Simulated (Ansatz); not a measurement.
Crystal: TiO.

```xyz
6
Lattice="4.9891 0.0000 0.0000 -2.4945 4.3207 0.0000 0.0000 0.0000 2.8733" Properties=species:S:1:pos:R:3 pbc="T T T"
Ti    0.0000    0.0000    0.0000
Ti    0.0000    2.8805    1.4367
Ti    2.4945    1.4402    1.4367
O    -0.9839    1.7043    0.0000
O     1.9679    0.0000    0.0000
O     1.5106    2.6164    0.0000
```

The cell comes from a database or a generator and needn't be the stable form of this composition.

Base run:

| Property | Result |
| --- | --- |
| Program | Ansatz 0.2.0 |
| Functional | PBEsol |
| Potentials or basis | Ansatz PAW |
| Cutoff | 420 eV |
| Density cutoff | 1680 eV |
| k mesh | 6 × 6 × 9 |
| Occupations | fermi-dirac, width 0.05 eV |
| Spin | no spin polarisation |
| Hubbard terms | Ti d U = 1 eV |

Its results: band gap on the k mesh none (metal or under the smearing width); pressure -4.4 GPa; largest force 0.038 eV/Å.

Q: The run is repeated on the same cell with these changes: hubbard terms from Ti d U = 1 eV to Ti d U = 2 eV. What comes out?

A: Band gap on the k mesh none (metal or under the smearing width); pressure -2.9 GPa; largest force 0.050 eV/Å.

Caveats: U without spin polarisation on a metal has little footing; the PAW data sets come from PBE, with cores solved anew for the run's functional, which leaves a small shift of forces and pressure.

Not every run made on this cell is shown here.
